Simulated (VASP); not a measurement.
# TiO2 (Anatase) (I4_1/amd) in VASP: equation of state

Aim: energy against volume of TiO2 (Anatase) in PBEsol, for its equilibrium volume and stiffness.

All numbers are computed with VASP 6.6.1; they aren't measurements. Logs are shortened: lines on timing, memory, paths and dates and some standing lists are left out, and cuts for length are marked.

### Step 1. Starting point

Symmetry: I4_1/amd, No. 141, tetragonal system. Conventional cell: a = 3.784 Å, b = 3.784 Å, c = 9.515 Å, α = 90.00°, β = 90.00°, γ = 90.00°. Ti (site symmetry -4m2) has 6 O at 1.93 to 1.98 Å as nearest neighbours. O (site symmetry 2mm) has 3 Ti at 1.93 to 1.98 Å as nearest neighbours.

### Step 2. Equation of state, PBEsol, 10.67 Å³/atom (volume scaled by 0.94)

File INCAR:

```
PREC = Accurate ; ENCUT = 520
EDIFF = 1E-7 ; ISMEAR = -1
SIGMA = 0.05 ; LREAL = F
LASPH = T ; NELM = 100
ALGO = Normal ; ISIF = 2
LWAVE = F ; LCHARG = F
GGA = PS ; NBANDS = 33
KPAR = 2
```

File KPOINTS:

```
regular mesh
0
Gamma
  10 10 10
```

File POSCAR:

```
TiO2
1.0
   -1.8534748763      1.8534748763      4.6601849950
    1.8534748763     -1.8534748763      4.6601849950
    1.8534748763      1.8534748763     -4.6601849950
Ti O
2 4
Direct
    0.7500000000      0.2500000000      0.5000000000
    0.0000000000      0.0000000000      0.0000000000
    0.7919000000      0.7919000000      0.0000000000
    0.5419000000      0.0419000000      0.5000000000
    0.9581000000      0.4581000000      0.5000000000
    0.2081000000      0.2081000000      0.0000000000
```

Potentials or basis: VASP PAW PBE potentials, release 64 (Ti_sv, O).

The run is started by

```
$ cat potpaw_PBE.64/Ti_sv/POTCAR potpaw_PBE.64/O/POTCAR > POTCAR
$ mpirun -np 2 vasp_std > vasp.out
```

OUTCAR:

```text
PREC = Accurate
   ENCUT = 520
   EDIFF = 1E-7
   ISMEAR = -1
   LREAL = F
   LASPH = T
   NELM = 100
   ISIF = 2
   GGA = PS

 Found    102 irreducible k-points:

 Following reciprocal coordinates:
            Coordinates               Weight
  0.000000  0.000000  0.000000      1.000000
  0.100000  0.000000  0.000000      8.000000
  0.200000  0.000000  0.000000      8.000000
  0.300000  0.000000 -0.000000      8.000000
  0.400000  0.000000  0.000000      8.000000
  0.500000 -0.000000  0.000000      4.000000
   k-points           NKPTS =    102   k-points in BZ     NKDIM =    102   number of bands    NBANDS=     33
   number of dos      NEDOS =    301   number of ions     NIONS =      6
   total plane-waves  NPLWV =  64000
   dimension x,y,z NGX =    40 NGY =   40 NGZ =   40
   dimension x,y,z NGXF=    80 NGYF=   80 NGZF=   80
   ions per type =               2   4
   NGX,Y,Z   is equivalent  to a cutoff of  12.44, 12.44, 12.44 a.u.
   NGXF,Y,Z  is equivalent  to a cutoff of  24.87, 24.87, 24.87 a.u.
 SYSTEM =  unknown system
   PREC   = accura    normal or accurate (medium, high low for compatibility)
   ISTART =      0    job   : 0-new  1-cont  2-samecut
   ICHARG =      2    charge: 1-file 2-atom 10-const
   ISPIN  =      1    spin polarized calculation?
   LNONCOLLINEAR =      F non collinear calculations
   LSORBIT =      F    spin-orbit coupling
   LASPH  =      T    aspherical Exc in radial PAW
   ENCUT  =  520.0 eV  38.22 Ry    6.18 a.u.   9.94  9.94  9.94*2*pi/ulx,y,z
   NELM   =    100;   NELMIN=  2; NELMDL= -5     # of ELM steps
   EDIFF  = 0.1E-06   stopping-criterion for ELM
   LREAL  =      F    real-space projection
   EDIFFG = 0.1E-05   stopping-criterion for IOM
   NSW    =      0    number of steps for IOM
   IBRION =     -1    ionic relax: 0-MD 1-quasi-New 2-CG
   NFREE  =      0    steps in history (QN), initial steepest desc. (CG)
   ISIF   =      2    stress and relaxation
   ISYM   =      2    0-nonsym 1-usesym 2-fastsym
   POTIM  = 0.5000    time-step for ionic-motion
   TEBEG  =    0.0;   TEEND  =   0.0 temperature during run
   PSTRESS=    0.0 pullay stress
   NELECT =      48.0000    total number of electrons
   NUPDOWN=      -1.0000    fix difference up-down
   EMIN   =  10.00;   EMAX   =-10.00  energy-range for DOS
   EFERMI =   0.00;   METHOD = LEGACY
   ISMEAR =    -1;   SIGMA  =   0.05  broadening in eV -4-tet -1-fermi 0-gaus
   EFERMI_NEDOS =   21; number of points for ismear=-14 and -15
   IALGO  =     38    algorithm
   IMIX   =      4    mixing-type and parameters
     AMIX     =   0.40;   BMIX     =  1.00
     AMIX_MAG =   1.60;   BMIX_MAG =  1.00
  volume/ion in A,a.u.               =      10.67        72.02
  Fermi-wavevector in a.u.,A,eV,Ry     =   1.487110  2.810230 30.089227  2.211496
  Thomas-Fermi vector in A             =   2.600312
   LORBIT       =      0    0 simple, 1 ext, 2 COOP (PROOUT), +10 PAW based schemes
   GGA     = PS    functional components
   LHFCALC =     F    Hartree Fock is set to
   AEXX    =    0.0000 exact exchange contribution
   IVDW    =     0    specifies the selected vdW correction
   LEPSILON=     F    determine dielectric tensor
   LRPA    =     F    only Hartree local field effects (RPA)
 non-spin polarized calculation
  energy-cutoff  :      520.00
  volume of cell :       64.04
 maximum number of plane-waves:      1742
   NGX = 19   NGY = 19   NGZ = 19

 number of electron      48.0000003 magnetization

 Free energy of the ion-electron system (eV)
  ---------------------------------------------------
  ext. energy  EPLUGINS =         0.00000000
  ---------------------------------------------------
  free energy    TOTEN  =       -56.03350065 eV

  energy without entropy =      -56.03350065  energy(sigma->0) =      -56.03350065

 E-fermi :   4.8818     XC(G=0): -11.3431

 val. band max:        3.8437085286   @ k =  -0.4000   0.4000   0.0000
 cond. band min:       6.0381678346   @ k =   0.0000   0.0000   0.0000
 fundamental gap:      2.1944593060
 Fermi energy:         4.8818451810

 k-point     1 :       0.0000    0.0000    0.0000
  band No.  band energies     occupation
      1     -52.0266      2.00000
      2     -51.9427      2.00000
      3     -28.7228      2.00000
      4     -28.4103      2.00000
      5     -28.4103      2.00000
      6     -28.3165      2.00000
[... 25 lines left out ...]
     32       9.7390      0.00000
     33       9.7863      0.00000

 k-point     2 :       0.1000    0.0000    0.0000
  band No.  band energies     occupation
      1     -52.0248      2.00000
      2     -51.9440      2.00000
      3     -28.7192      2.00000
      4     -28.4279      2.00000
      5     -28.4116      2.00000
      6     -28.3236      2.00000
[... 25 lines left out ...]
     32       9.8111      0.00000
     33      10.0645      0.00000

 k-point     3 :       0.2000    0.0000    0.0000
  band No.  band energies     occupation
      1     -52.0197      2.00000
      2     -51.9475      2.00000
      3     -28.7103      2.00000
      4     -28.4719      2.00000
      5     -28.4147      2.00000
      6     -28.3405      2.00000
[... 25 lines left out ...]
     32      10.1325      0.00000
     33      10.5289      0.00000

 k-point     4 :       0.3000    0.0000   -0.0000
  band No.  band energies     occupation
      1     -52.0125      2.00000
      2     -51.9527      2.00000
      3     -28.6998      2.00000
      4     -28.5249      2.00000
      5     -28.4180      2.00000
      6     -28.3561      2.00000
[... 25 lines left out ...]
     32      10.3586      0.00000
     33      10.8262      0.00000

 k-point     5 :       0.4000    0.0000    0.0000
  band No.  band energies     occupation
      1     -52.0055      2.00000
      2     -51.9580      2.00000
      3     -28.6908      2.00000
      4     -28.5689      2.00000
      5     -28.4205      2.00000
      6     -28.3630      2.00000
[... 25 lines left out ...]
     32      10.4796      0.00000
     33      10.9737      0.00000

 k-point     6 :       0.5000   -0.0000    0.0000
  band No.  band energies     occupation
      1     -52.0024      2.00000
      2     -51.9605      2.00000
      3     -28.6866      2.00000
      4     -28.5868      2.00000
      5     -28.4213      2.00000
      6     -28.3639      2.00000
[... 25 lines left out ...]
     32      10.5204      0.00000
     33      11.0387      0.00000

 [... further k-points ...]

------------------------ aborting loop because EDIFF is reached ----------------------------------------

  FORCE on cell =-STRESS in cart. coord.  units (eV):
  Direction    XX          YY          ZZ          XY          YZ          ZX
  --------------------------------------------------------------------------------------
  -------------------------------------------------------------------------------------
  Total        5.7654226      5.7654226      6.5582601      0.0000000      0.0000000      0.0000000
  in kB      144.2464621    144.2464621    164.0826505      0.0000000      0.0000000      0.0000000
  external PRESSURE =     150.8585249 kB  Pullay stress =       0.0000000 kB

 VOLUME and BASIS-vectors are now :
 -----------------------------------------------------------------------------
  energy-cutoff  :      520.00
  volume of cell :       64.04
      direct lattice vectors                 reciprocal lattice vectors
    -1.853474876  1.853474876  4.660184995     0.000000000  0.269763570  0.107291878
     1.853474876 -1.853474876  4.660184995     0.269763570  0.000000000  0.107291878
     1.853474876  1.853474876 -4.660184995     0.269763570  0.269763570  0.000000000

 POSITION                                       TOTAL-FORCE (eV/Angst)
 -----------------------------------------------------------------------------------
      0.00000      1.85347      2.33009        -0.000000     -0.000000      0.000000
      0.00000      0.00000      0.00000        -0.000000     -0.000000      0.000000
      0.00000      0.00000      7.38080         0.000000      0.000000     -0.413655
      0.00000      1.85347      0.39052        -0.000000     -0.000000     -0.413655
      0.00000      1.85347      4.26966         0.000000      0.000000      0.413655
      0.00000      0.00000      1.93957        -0.000000     -0.000000      0.413655
 -----------------------------------------------------------------------------------
    total drift:                                0.000000      0.000000     -0.000000

  FREE ENERGIE OF THE ION-ELECTRON SYSTEM (eV)
  ---------------------------------------------------
  free  energy   TOTEN  =       -56.0335006546 eV

  energy  without entropy=      -56.0335006545  energy(sigma->0) =      -56.03350065
```

stdout:

```text
POSCAR found type information on POSCAR TiO
 POSCAR found :  2 types and       6 ions
 scaLAPACK will be used
 -----------------------------------------------------------------------------
|                                                                             |
|                                                                             |
|     You enforced a specific xc type in the INCAR file but a different       |
|     I HOPE YOU KNOW WHAT YOU ARE DOING!                                     |
|                                                                             |
 -----------------------------------------------------------------------------

 LDA part: xc-table for (Slater+PW92), standard interpolation
 POSCAR, INCAR and KPOINTS ok, starting setup
 FFT: planning ... GRIDC
 FFT: planning ... GRID_SOFT
 FFT: planning ... GRID
 WAVECAR not read
 entering main loop
```

Run time: 1.8 min. Hardware: 2 MPI ranks of AMD EPYC 9R45 (Zen 5), shared host; peak memory 0.31 GiB.

What came out:

* Free energy: -56.0335 eV
* Pressure: 15.1 GPa
* Largest force: 0.414 eV/Å
* Band gap on the k mesh: 2.19 eV, indirect (least direct gap 2.52 eV)

Caveat: the PAW data sets were made with another functional, which shifts forces and pressure a little.

### Step 3. Equation of state, PBEsol, 10.90 Å³/atom (volume scaled by 0.96)

INCAR is that of step 2.

KPOINTS is that of step 2.

Edit POSCAR of step 2 so:

```diff
@@ -2,5 +2,5 @@
 1.0
-   -1.8534748763      1.8534748763      4.6601849950
-    1.8534748763     -1.8534748763      4.6601849950
-    1.8534748763      1.8534748763     -4.6601849950
+   -1.8665279463      1.8665279463      4.6930042805
+    1.8665279463     -1.8665279463      4.6930042805
+    1.8665279463      1.8665279463     -4.6930042805
 Ti O
```

Potentials or basis: VASP PAW PBE potentials, release 64 (Ti_sv, O).

The run is started by

```
$ cat potpaw_PBE.64/Ti_sv/POTCAR potpaw_PBE.64/O/POTCAR > POTCAR
$ mpirun -np 2 vasp_std > vasp.out
```

Run time: 1.8 min. Hardware: 2 MPI ranks of AMD EPYC 9R45 (Zen 5), shared host; peak memory 0.32 GiB.

The run converged. Its results:

* Free energy: -56.1394 eV
* Pressure: 9.4 GPa
* Largest force: 0.270 eV/Å
* Band gap on the k mesh: 2.15 eV, indirect (least direct gap 2.48 eV)

Caveat: the PAW data sets were made with another functional, which shifts forces and pressure a little.

### Step 4. Equation of state, PBEsol, 11.13 Å³/atom (volume scaled by 0.98)

INCAR is that of step 3.

KPOINTS is that of step 3.

Edit POSCAR of step 3 so:

```diff
@@ -2,5 +2,5 @@
 1.0
-   -1.8665279463      1.8665279463      4.6930042805
-    1.8665279463     -1.8665279463      4.6930042805
-    1.8665279463      1.8665279463     -4.6930042805
+   -1.8794009597      1.8794009597      4.7253708500
+    1.8794009597     -1.8794009597      4.7253708500
+    1.8794009597      1.8794009597     -4.7253708500
 Ti O
```

The run is started by

```
$ cat potpaw_PBE.64/Ti_sv/POTCAR potpaw_PBE.64/O/POTCAR > POTCAR
$ mpirun -np 2 vasp_std > vasp.out
```

Run time: 1.9 min. Hardware: 2 MPI ranks of AMD EPYC 9R45 (Zen 5), shared host; peak memory 0.32 GiB.

The run converged. Its results:

- Free energy: -56.1991 eV
- Pressure: 4.3 GPa
- Largest force: 0.136 eV/Å
- Band gap on the k mesh: 2.11 eV, indirect (least direct gap 2.44 eV)

Caveat: the PAW data sets were made with another functional, which shifts forces and pressure a little.

### Step 5. Equation of state, PBEsol, 11.58 Å³/atom (volume scaled by 1.02)

INCAR is that of step 4.

KPOINTS is that of step 4.

Edit POSCAR of step 4 so:

```diff
@@ -2,5 +2,5 @@
 1.0
-   -1.8794009597      1.8794009597      4.7253708500
-    1.8794009597     -1.8794009597      4.7253708500
-    1.8794009597      1.8794009597     -4.7253708500
+   -1.9046308288      1.9046308288      4.7888062162
+    1.9046308288     -1.9046308288      4.7888062162
+    1.9046308288      1.9046308288     -4.7888062162
 Ti O
```

The run is started by

```
$ cat potpaw_PBE.64/Ti_sv/POTCAR potpaw_PBE.64/O/POTCAR > POTCAR
$ mpirun -np 2 vasp_std > vasp.out
```

Wall time 2.4 min (2 MPI ranks of AMD EPYC 9R45 (Zen 5), shared host); peak memory 0.35 GiB.

The run converged. Its results:

```
Free energy            : -56.1981 eV
Pressure               : -4.5 GPa
Largest force          : 0.103 eV/Å
Band gap on the k mesh : 2.02 eV, indirect (least direct gap 2.36 eV)
```

Caveat: the PAW data sets were made with another functional, which shifts forces and pressure a little.

### Step 6. Equation of state, PBEsol, 11.81 Å³/atom (volume scaled by 1.04)

INCAR is that of step 5.

KPOINTS is that of step 5.

Edit POSCAR of step 5 so:

```diff
@@ -2,5 +2,5 @@
 1.0
-   -1.9046308288      1.9046308288      4.7888062162
-    1.9046308288     -1.9046308288      4.7888062162
-    1.9046308288      1.9046308288     -4.7888062162
+   -1.9169989080      1.9169989080      4.8199032318
+    1.9169989080     -1.9169989080      4.8199032318
+    1.9169989080      1.9169989080     -4.8199032318
 Ti O
```

Potentials or basis: VASP PAW PBE potentials, release 64 (Ti_sv, O).

The run is started by

```
$ cat potpaw_PBE.64/Ti_sv/POTCAR potpaw_PBE.64/O/POTCAR > POTCAR
$ mpirun -np 2 vasp_std > vasp.out
```

Run time: 2.5 min. Hardware: 2 MPI ranks of AMD EPYC 9R45 (Zen 5), shared host; peak memory 0.35 GiB.

The run converged. Its results:

```yaml
Free_energy: -56.1452 eV
Pressure: -8.3 GPa
Largest_force: 0.210 eV/Å
Band_gap_on_the_k_mesh: 1.98 eV, indirect (least direct gap 2.31 eV)
```

Caveat: the PAW data sets were made with another functional, which shifts forces and pressure a little.

(Part 1 of 2 ends here.)
